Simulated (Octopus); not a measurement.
# AlNi (Pm-3m) in Octopus: a series of runs

The runs below take AlNi through single point, with PBE.

Everything below comes from runs of Octopus 16.4. Logs are shortened: lines on timing, memory, paths and dates and some standing lists are left out, and cuts for length are marked.

## 1. The structure

The structure is cubic, space group Pm-3m (No. 221). The conventional cell has a = 2.881 Å, b = 2.881 Å, c = 2.881 Å, α = 90.00°, β = 90.00°, γ = 90.00°. Ni (site symmetry m-3m) is surrounded by 8 Al at 2.50 Å. Al (site symmetry m-3m) has 8 Ni at 2.50 Å as nearest neighbours.

## 2. Single point, PBE, collinear spin, ferromagnetic start, 11.96 Å³/atom

The input, inp:

```
CalculationMode = gs
UnitsOutput = eV_Angstrom
PeriodicDimensions = 3
ExperimentalFeatures = yes
PseudopotentialSet = pseudodojo_pbe
%LatticeParameters
 1*angstrom | 1*angstrom | 1*angstrom
%
%LatticeVectors
 2.881 | 0 | 0
 0 | 2.881 | 0
 0 | 0 | 2.881
%
%ReducedCoordinates
 "Ni" | 0.5 | 0.5 | 0.5
 "Al" | 0 | 0 | 0
%
%Spacing
 0.12004167*angstrom | 0.12004167*angstrom | 0.12004167*angstrom
%
DerivativesOrder = 8
%KPointsGrid
 6 | 6 | 6
%
KPointsUseSymmetries = yes
XCFunctional = gga_x_pbe + gga_c_pbe
SpinComponents = polarized
KPointsUseTimeReversal = no
GuessMagnetDensity = user_defined
%AtomsMagnetDirection
 1.0
 0.0
%
SmearingFunction = fermi_dirac
Smearing = 0.05*eV
ExtraStates = 9
Eigensolver = chebyshev_filter
ConvRelDens = 1e-6
MaximumIter = 120
```

Potentials or basis: pseudodojo_pbe (PseudoDojo 0.5, PBE).

On the command line:

```
$ OMP_NUM_THREADS=1 octopus > out.log
```

out.log:

```text
Running octopus

Version                : 16.4
Optional libraries     :

************************** Calculation Mode **************************
Input: [CalculationMode = gs]
**********************************************************************

Input: [SpinComponents = polarized]

******************************* Space ********************************
Octopus will run in 3 dimension(s).
Octopus will treat the system as periodic in 3 dimension(s).
**********************************************************************

Input: [AllElectronType = no]
Input: [PseudopotentialSet = pseudodojo_pbe]
Reading Coordinates from ReducedCoordinates block

****************************** Species *******************************
  Species 'Ni'
    type             : pseudopotential
    file             : 'Ni.upf'
    file format      : UPF2
    valence charge   : 18.0
    atomic number    :  28
    form on file     : kleinman-bylander
    lmax             : 2
    llocal           : -1
    projectors per l : 2
    total projectors : 6
    application form : kleinman-bylander
    orbitals         : 10
    bound orbitals   : 10

  Species 'Al'
    type             : pseudopotential
    file             : 'Al.upf'
    file format      : UPF2
    valence charge   : 3.0
    atomic number    :  13
    form on file     : kleinman-bylander
    lmax             : 2
    llocal           : -1
    projectors per l : 2
    total projectors : 6
    application form : kleinman-bylander
    orbitals         :  4
    bound orbitals   :  4

**********************************************************************

***************************** Symmetries *****************************
Space group No.  221
International: Pm-3m
Schoenflies: Oh^1
Info: The system has    48 symmorphic symmetries that can be used.
  Index                Rotation matrix                      Fractional translations
    1 :     1   0   0     0   1   0     0   0   1      0.000000    0.000000    0.000000
    2 :    -1   0   0     0  -1   0     0   0  -1      0.000000    0.000000    0.000000
    3 :     0   1   0    -1   0   0     0   0   1      0.000000    0.000000    0.000000
    4 :     0  -1   0     1   0   0     0   0  -1      0.000000    0.000000    0.000000
    5 :    -1   0   0     0  -1   0     0   0   1      0.000000    0.000000    0.000000
    6 :     1   0   0     0   1   0     0   0  -1      0.000000    0.000000    0.000000
[... 40 lines left out ...]
   47 :     1   0   0     0   0   1     0  -1   0      0.000000    0.000000    0.000000
   48 :    -1   0   0     0   0  -1     0   1   0      0.000000    0.000000    0.000000
Info: The system also has     0 nonsymmorphic symmetries (not used for electrons).
**********************************************************************

Input: [CurvMethod = curv_affine]
Input: [DerivativesStencil = stencil_star]

****************************** Lattice *******************************
  Lattice Vectors [A]
    2.881000    0.000000    0.000000
    0.000000    2.881000    0.000000
    0.000000    0.000000    2.881000
  Cell volume =            23.9128 [A^3]
  Reciprocal-Lattice Vectors [A^-1]
    2.180904    0.000000    0.000000
    0.000000    2.180904    0.000000
    0.000000    0.000000    2.180904
  Cell angles [degree]
    alpha =   90.000
    beta  =   90.000
    gamma =   90.000
**********************************************************************

Checking if the generated full k-point grid is symmetric

    20 k-points generated from parameters :
 ---------------------------------------------------
    n =    6    6    6

    s1  =  0.00  0.00  0.00

   index |      weight  |             coordinates              |
       1 |     0.004630 |    0.000000    0.000000    0.000000  |
       2 |     0.027778 |    0.166667    0.000000    0.000000  |
       3 |     0.055556 |    0.166667    0.166667    0.000000  |
       4 |     0.037037 |    0.166667    0.166667    0.166667  |
[... 119 lines left out ...]
Input: [GuessMagnetDensity = user_defined]
Info: Unnormalized total charge =     21.004424
Info: Renormalized total charge =     21.000000

** Warning:
**   Symmetrization discrepancy ratio (scalar) =  4.51477E-05

** Warning:
**   Symmetrization discrepancy ratio (scalar) =  5.81546E-05

Total Magnetic Moment:
 mz =   0.999789
Local Magnetic Moments (sphere radius [A] =   1.248):
 Ion                    mz
   1        Ni       1.006951
   2        Al      -0.007302
Info: Setting up Hamiltonian.
Info: Performing initial LCAO calculation with     14 orbitals.
Info: Getting Hamiltonian matrix elements.

Eigenvalues [eV]
 #st  Spin   Eigenvalue      Occupation
#k =       1, k = (  0.000000,  0.000000,  0.000000)
   1   up   -99.700124       1.000000
   1   dn   -98.875093       1.000000
   2   up   -60.152466       1.000000
   2   dn   -59.201073       1.000000
   3   up   -60.152466       1.000000
   3   dn   -59.201073       1.000000
[... 20 lines left out ...]
  14   up    23.671795       0.000000
  14   dn    23.942686       0.000000
#k =       2, k = (  0.166667,  0.000000,  0.000000)
   1   up   -99.582615       1.000000
   1   dn   -98.757129       1.000000
   2   up   -60.140094       1.000000
   2   dn   -59.187847       1.000000
   3   up   -60.140094       1.000000
   3   dn   -59.187847       1.000000
[... 20 lines left out ...]
  14   up    24.924678       0.000000
  14   dn    25.182650       0.000000
[... 18 further k-points ...]
Fermi energy =    15.650321 eV
Generating random wavefunctions for states       15 and above
Orthogonalizing wavefunctions.
Info: Ground-state restart information will be written to 'restart/gs'.
Info: SCF using complex wavefunctions.
Info: Starting SCF iteration.

*********************** SCF CYCLE ITER #    1 ************************
 etot  = -4.77163526E+03 abs_ev   =  9.52E+01 rel_ev   =  1.77E-01
 ediff =        1.75E+02 abs_dens =  1.52E+00 rel_dens =  7.26E-02
Matrix vector products: 1000
Converged eigenvectors: 0

#  State  KPoint  Spin  Eigenvalue [eV]  Occupation    Error
      1       1    up      -99.702303    1.000000   ( 6.1E-07)
      1       2    up      -99.701967    1.000000   ( 5.9E-05)
      1       3    up      -99.701632    1.000000   ( 8.6E-05)
      1       4    up      -99.701299    1.000000   ( 8.4E-05)
      1       5    up      -99.701295    1.000000   ( 6.0E-05)
      1       6    up      -99.700963    1.000000   ( 1.1E-04)
      1       9    up      -99.700959    1.000000   ( 1.6E-04)
      1       7    up      -99.700631    1.000000   ( 1.1E-04)
[... 23 lines left out ...]
     20      16    up       36.516187    0.000000   ( 2.7E-01)
     20       9    dn       36.539266    0.000000   ( 2.6E-01)
     19      20    up       37.769291    0.000000   ( 1.5E-01)
     19      20    dn       38.271141    0.000000   ( 1.5E-01)
     20      19    dn       38.611777    0.000000   ( 2.7E-01)
     20      19    up       38.769706    0.000000   ( 2.0E-01)
     20      20    dn       41.056057    0.000000   ( 2.3E-01)
     20      20    up       41.399196    0.000000   ( 2.1E-01)

Density of states:

--------------------------------------------------%-------------------
--------------------------------------------------%-------------------
--------------------------------------------------%-------------------
--------------------------------------------------%-------------------
--------------------------------------------------%-------------------
-------------------%%----------------------------%%-------------------
-------------------%%----------------------------%%-------------------
%------------------%%----------------------------%%-----%--%%-%-------
%------------------%%----------------------------%%%-%%%%%%%%-%%------
%------------------%%--------------------------%%%%%%%%%%%%%%%%%%%----
                                                   ^

Fermi energy =     5.127214 eV
Total Magnetic Moment:
 mz =   0.215764
Local Magnetic Moments (sphere radius [A] =   1.248):
 Ion                    mz
   1        Ni       0.235373
   2        Al      -0.006575
[... 237 lines left out ...]
*********************** SCF CYCLE ITER #   15 ************************
 etot  = -4.63018378E+03 abs_ev   =  1.75E-04 rel_ev   =  3.39E-07
 ediff =        3.79E-05 abs_dens =  1.11E-05 rel_dens =  5.28E-07
Matrix vector products: 1000
Converged eigenvectors: 135

#  State  KPoint  Spin  Eigenvalue [eV]  Occupation    Error
      1       1    dn      -97.908440    1.000000   ( 7.9E-08)
      1       1    up      -97.908438    1.000000   ( 8.8E-08)
      1       2    dn      -97.908087    1.000000   ( 6.0E-08)
      1       2    up      -97.908084    1.000000   ( 5.7E-08)
      1       3    dn      -97.907735    1.000000   ( 6.1E-08)
      1       3    up      -97.907733    1.000000   ( 5.8E-08)
      1       4    dn      -97.907384    1.000000   ( 6.1E-08)
      1       4    up      -97.907382    1.000000   ( 8.9E-08)
[... 23 lines left out ...]
     20      19    dn       32.636757    0.000000   ( 6.1E-03)
     20      19    up       32.639787    0.000000   ( 5.8E-03)
     18      20    up       32.660711    0.000000   ( 3.3E-03)
     18      20    dn       32.660795    0.000000   ( 2.7E-03)
     19      20    up       32.667932    0.000000   ( 9.2E-03)
     19      20    dn       32.828611    0.000000   ( 3.1E-02)
     20      20    up       36.627514    0.000000   ( 5.1E-02)
     20      20    dn       36.661468    0.000000   ( 7.9E-02)

Density of states:

----------------------------------------------------%-----------------
--------------------%-------------------------------%-----------------
--------------------%-------------------------------%-----------------
--------------------%-------------------------------%-----------------
--------------------%-------------------------------%-----------------
--------------------%-------------------------------%-----------------
--------------------%------------------------------%%--------%--------
%-------------------%------------------------------%%%-%---%-%--%-----
%-------------------%-----------------------------%%%%-%%%%%-%%%%-----
%-------------------%----------------------------%%%%%%%%%%%%%%%%-----
                                                     ^

Fermi energy =     5.510825 eV
Total Magnetic Moment:
 mz =  -0.000001
Local Magnetic Moments (sphere radius [A] =   1.248):
 Ion                    mz
   1        Ni      -0.000001
   2        Al      -0.000000

**********************************************************************

Info: SCF converged in   15 iterations

** Warning:
**   Some of the states are not fully converged!

Info: Number of matrix-vector products:      15000
Info: Finished writing information to 'restart/gs'.

Octopus emitted 35 warnings.
```

It took 3 min on 1 thread of Arm Neoverse V2, shared host; peak memory 0.67 GiB.

Results:

- Free energy: -4630.1935 eV
- Band gap on the k mesh: none (metal or under the smearing width)
- Net moment: 0.00 μB per cell

Caveat: the k mesh is coarse (spacing up to 0.36 Å⁻¹), so the values aren't converged; the starting moments collapsed, and a magnetic state may lie lower.

## 3. Single point, PBE, collinear spin, ferromagnetic start, 11.96 Å³/atom

Changes to inp since step 2:

```diff
@@ -4,3 +4,3 @@
 ExperimentalFeatures = yes
-PseudopotentialSet = pseudodojo_pbe
+PseudopotentialSet = pseudodojo_pbesol
 %LatticeParameters
```

Potentials or basis: pseudodojo_pbesol (PseudoDojo 0.4, PBEsol).

On the command line:

```
$ OMP_NUM_THREADS=1 octopus > out.log
```

Run time: 3 min. Hardware: 1 thread of Arm Neoverse V2, shared host; peak memory 0.67 GiB.

It converged, with:

```
Free energy            : -4632.1126 eV
Band gap on the k mesh : none (metal or under the smearing width)
Net moment             : 0.00 μB per cell
```

Caveat: the k mesh is coarse (spacing up to 0.36 Å⁻¹), so the values aren't converged; the starting moments collapsed, and a magnetic state may lie lower; the potentials were made for another functional, which shifts forces and pressure.

## 4. Single point, PBE, collinear spin, ferromagnetic start, 11.96 Å³/atom

Changes to inp since step 3:

```diff
@@ -4,3 +4,3 @@
 ExperimentalFeatures = yes
-PseudopotentialSet = pseudodojo_pbesol
+PseudopotentialSet = pseudodojo_lda
 %LatticeParameters
@@ -39 +39,6 @@
 MaximumIter = 120
+%Output
+ density | cube
+ elf | cube
+ potential | cube
+%
```

Potentials or basis: pseudodojo_lda (PseudoDojo 0.4, LDA).

On the command line:

```
$ OMP_NUM_THREADS=1 octopus > out.log
```

Run time: 3.3 min. Hardware: 1 thread of Arm Neoverse V2, shared host; peak memory 0.67 GiB.

The run converged. Its results:

- Free energy: -4635.8878 eV
- Band gap on the k mesh: none (metal or under the smearing width)
- Net moment: 0.00 μB per cell

Caveat: the k mesh is coarse (spacing up to 0.36 Å⁻¹), so the values aren't converged; the starting moments collapsed, and a magnetic state may lie lower; the potentials were made for another functional, which shifts forces and pressure.

## 5. Single point, PBE, collinear spin, ferromagnetic start, 11.96 Å³/atom

Changes to inp since step 4:

```diff
@@ -4,3 +4,3 @@
 ExperimentalFeatures = yes
-PseudopotentialSet = pseudodojo_lda
+PseudopotentialSet = hgh_lda
 %LatticeParameters
@@ -39,6 +39 @@
 MaximumIter = 120
-%Output
- density | cube
- elf | cube
- potential | cube
-%
```

Potentials or basis: hgh_lda (LDA).

On the command line:

```
$ OMP_NUM_THREADS=1 octopus > out.log
```

Wall time 3.5 min (1 thread of Arm Neoverse V2, shared host); peak memory 0.57 GiB.

Results (log left out):

```yaml
Free_energy: -1076.1355 eV
Band_gap_on_the_k_mesh: none (metal or under the smearing width)
Net_moment: 0.09 μB per cell
Site_moments: Ni +0.09; Al +0.01 μB
```

Caveat: the k mesh is coarse (spacing up to 0.36 Å⁻¹), so the values aren't converged; this is an older set of potentials, less accurate than current ones; the potentials were made for another functional, which shifts forces and pressure.

## 6. Single point, PBE, collinear spin, ferromagnetic start, 11.96 Å³/atom

Changes to inp since step 5:

```diff
@@ -4,3 +4,3 @@
 ExperimentalFeatures = yes
-PseudopotentialSet = hgh_lda
+PseudopotentialSet = pseudodojo_pbe
 %LatticeParameters
@@ -22,3 +22,3 @@
 %KPointsGrid
- 6 | 6 | 6
+ 8 | 8 | 8
 %
@@ -39 +39,6 @@
 MaximumIter = 120
+%Output
+ density | cube
+ elf | cube
+ potential | cube
+%
```

Potentials or basis: pseudodojo_pbe (PseudoDojo 0.5, PBE).

On the command line:

```
$ OMP_NUM_THREADS=1 octopus > out.log
```

It took 5.8 min on 1 thread of Arm Neoverse V2, shared host; peak memory 1.1 GiB.

Results (log left out):

```yaml
Free_energy: -4630.2166 eV
Band_gap_on_the_k_mesh: none (metal or under the smearing width)
Net_moment: 0.00 μB per cell
```

Caveat: the starting moments collapsed, and a magnetic state may lie lower.

## 7. Single point, PBE, collinear spin, ferromagnetic start, 11.96 Å³/atom

Changes to inp since step 6:

```diff
@@ -30,3 +30,3 @@
 %AtomsMagnetDirection
- 1.0
+ 2.0
  0.0
@@ -39,6 +39 @@
 MaximumIter = 120
-%Output
- density | cube
- elf | cube
- potential | cube
-%
```

On the command line:

```
$ OMP_NUM_THREADS=1 octopus > out.log
```

Run time: 6.3 min. Hardware: 1 thread of Arm Neoverse V2, shared host; peak memory 1.1 GiB.

It converged, with:

- Free energy: -4630.2166 eV
- Band gap on the k mesh: none (metal or under the smearing width)
- Net moment: 0.00 μB per cell

Caveat: the starting moments collapsed, and a magnetic state may lie lower.

## 8. Single point, PBE, 11.96 Å³/atom

Changes to inp since step 7:

```diff
@@ -26,12 +26,5 @@
 XCFunctional = gga_x_pbe + gga_c_pbe
-SpinComponents = polarized
-KPointsUseTimeReversal = no
-GuessMagnetDensity = user_defined
-%AtomsMagnetDirection
- 2.0
- 0.0
-%
 SmearingFunction = fermi_dirac
 Smearing = 0.05*eV
-ExtraStates = 9
+ExtraStates = 8
 Eigensolver = chebyshev_filter
```

On the command line:

```
$ OMP_NUM_THREADS=1 octopus > out.log
```

It took 2.4 min on 1 thread of Arm Neoverse V2, shared host; peak memory 0.59 GiB.

It converged, with:

```
Free energy            : -4630.2166 eV
Band gap on the k mesh : none (metal or under the smearing width)
```

## 9. Single point, PBE, collinear spin, random start, 11.96 Å³/atom

Changes to inp since step 8:

```diff
@@ -26,5 +26,12 @@
 XCFunctional = gga_x_pbe + gga_c_pbe
+SpinComponents = polarized
+KPointsUseTimeReversal = no
+GuessMagnetDensity = user_defined
+%AtomsMagnetDirection
+ 1.35
+ 0.0
+%
 SmearingFunction = fermi_dirac
 Smearing = 0.05*eV
-ExtraStates = 8
+ExtraStates = 9
 Eigensolver = chebyshev_filter
@@ -32 +39,6 @@
 MaximumIter = 120
+%Output
+ density | cube
+ elf | cube
+ potential | cube
+%
```

Potentials or basis: pseudodojo_pbe (PseudoDojo 0.5, PBE).

On the command line:

```
$ OMP_NUM_THREADS=1 octopus > out.log
```

It took 5.6 min on 1 thread of Arm Neoverse V2, shared host; peak memory 1.1 GiB.

Results (log left out):

- Free energy: -4630.2166 eV
- Band gap on the k mesh: none (metal or under the smearing width)
- Net moment: 0.00 μB per cell

Caveat: the starting moments collapsed, and a magnetic state may lie lower.
